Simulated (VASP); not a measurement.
The system is BAs.

```
B As
1.0
     0.00000    2.38850    2.38850
     2.38850    0.00000    2.38850
     2.38850    2.38850    0.00000
B As
1 1
Cartesian
  0.0000 0.0000 0.0000
  1.1943 1.1943 1.1943
```

Program: VASP 6.6.1. Alike in all runs: task band structure; no spin polarisation; cell as given; k mesh 10 × 10 × 10; cutoff (eV) 520; smearing gaussian 0.03 eV.

Problem. Order these runs on this cell by their band gap on the k mesh, lowest first.
A. level LDA; potentials or basis VASP PAW LDA potentials, release 64 (B, As); further INCAR settings ALGO = Fast; EDIFF = 1e-06
B. level TB-mBJ; potentials or basis VASP PAW PBE potentials, release 64 (B, As); further INCAR settings ALGO = Normal; EDIFF = 1e-06
C. level r2SCAN; potentials or basis VASP PAW PBE potentials, release 64 (B, As); further INCAR settings ALGO = Normal; EDIFF = 1e-06

Solution. A (1.12 eV), C (1.37 eV), B (1.75 eV).

A k mesh can miss the band edges.

Not every run made on this cell is shown here.
